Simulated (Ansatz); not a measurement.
The system is BaTiO3.

```
CELL_PARAMETERS angstrom
3.99980 0.00000 0.00000
0.00000 3.99980 0.00000
0.00000 0.00000 4.01800
ATOMIC_POSITIONS crystal
Ba 0.00000 0.00000 0.00000
Ti 0.50000 0.50000 0.49000
O 0.00000 0.50000 0.51700
O 0.50000 0.00000 0.51700
O 0.50000 0.50000 0.01900
```

Base run:

* Program: Ansatz 0.2.0
* Functional: PBE
* Potentials or basis: all-electron LAPW, scalar-relativistic
* Cutoff: 400 eV
* Density cutoff: 1599 eV
* Basis error allowed: 0.002 eV/atom
* k mesh: 7 × 7 × 7
* Occupations: fermi-dirac, width 0.05 eV
* Spin: no spin polarisation

Its results: band gap on the k mesh 1.92 eV, indirect (least direct gap 2.08 eV); pressure 2.4 GPa; largest force 0.311 eV/Å.

**Question.** After a change of settings the same cell gave: band gap on the k mesh 1.96 eV, indirect (least direct gap 2.12 eV); pressure 6.7 GPa; largest force 0.305 eV/Å. Which change was it?
A. potentials or basis from all-electron LAPW, scalar-relativistic to all-electron LAPW, inner shells corrected to Dirac's equation
B. functional from PBE to PBEsol; hubbard terms from none to Ti d U = 6 eV
C. basis error allowed from 0.002 eV/atom to 0.001 eV/atom
D. functional from PBE to RPBE

**Answer.** D.

RPBE binds less tightly than PBE, so the same cell stands under more pressure.

Caveats: spin-orbit coupling is left out, which moves the levels of the heavy elements; the mesh misses the band edges, which the band path finds closer together.

Not every run made on this cell is shown here.
